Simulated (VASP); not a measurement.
Write the native input for VASP 6.6.1 that does the following.

```yaml
Task: single point
Functional: PBEsol
Potentials_or_basis: VASP PAW PBE potentials, release 64 (Rb_sv)
Cutoff: 520 eV
k_mesh: 10 × 10 × 6
Occupations: gaussian, width 0.15 eV
Spin: no spin polarisation
Dipole_correction: no
Further_INCAR_settings: ALGO = Fast; EDIFF = 1e-07; NBANDS = 16
```

The structure of Rb lies in POSCAR:

```
Rb
1.0
    0.0000000000     -3.5159451254     -3.5159451254
    0.0000000000      3.5159451254     -3.5159451254
    7.0318902508      0.0000000000      0.0000000000
Rb
2
Direct
    0.5000000000      0.5000000000      0.5000000000
    0.0000000000      0.0000000000      0.0000000000
```

This isn't the form of Rb at room conditions, which is bcc.

The input as run:

INCAR

```
SYSTEM = Rb
PREC = Accurate
ENCUT = 520
EDIFF = 1E-7
ISMEAR = 0
SIGMA = 0.15
LREAL = .FALSE.
LASPH = .TRUE.
NELM = 100
ALGO = Fast
ISIF = 2
LWAVE = .FALSE.
LCHARG = .FALSE.
GGA = PS
NBANDS = 16
```

KPOINTS

```
regular mesh
0
G
  10 10 6
  0 0 0
```

Potentials or basis: VASP PAW PBE potentials, release 64 (Rb_sv).

Command:

```console
$ cat potpaw_PBE.64/Rb_sv/POTCAR > POTCAR
$ mpirun -np 1 vasp_std > vasp.out
```

Results of the run:

The pressure is 0.0 GPa and the band gap on the k mesh is none (metal or under the smearing width).

Caveat: the PAW data sets were made with another functional, which shifts forces and pressure a little.

Wall time 2.4 min on 1 thread of Intel(R) Xeon(R) Platinum 8559C (Emerald Rapids), with other jobs on the host, peak memory 0.39 GiB.
